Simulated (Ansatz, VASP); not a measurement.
Two plane-wave programs on Se

```
CELL_PARAMETERS angstrom
2.02795 1.17083 1.65568
-2.02795 1.17083 1.65568
0.00000 -2.34167 1.65568
ATOMIC_POSITIONS crystal
Se 0.00000 0.00000 0.00000
```

Alike in both runs: functional PBE; k mesh 16 × 16 × 16; occupations gaussian, width 0.05 eV; no spin polarisation.

Ansatz relaxed the structure, and its values are those at the end. VASP's run is a single point on that final structure, the one shown.

|  | VASP | Ansatz |
| --- | --- | --- |
| version | VASP 6.6.1 | Ansatz 0.2.0 |
| potentials or method | VASP PAW PBE potentials, release 64 (Se) | scalar-relativistic, plane waves, PAW |
| plane-wave cutoff (eV) | 520 | 420 |
| valence electrons in the cell | 6 | 16 |

```tsv
	VASP	Ansatz	Ansatz less VASP
gap on the k mesh at the Fermi level (eV)	none	none	-
pressure (GPa)	-2.5	-2.5	-0.01
```

A gap of «none» marks a metal or a gap that the smearing closes. The two sets of potentials don't hold the same shells in valence.
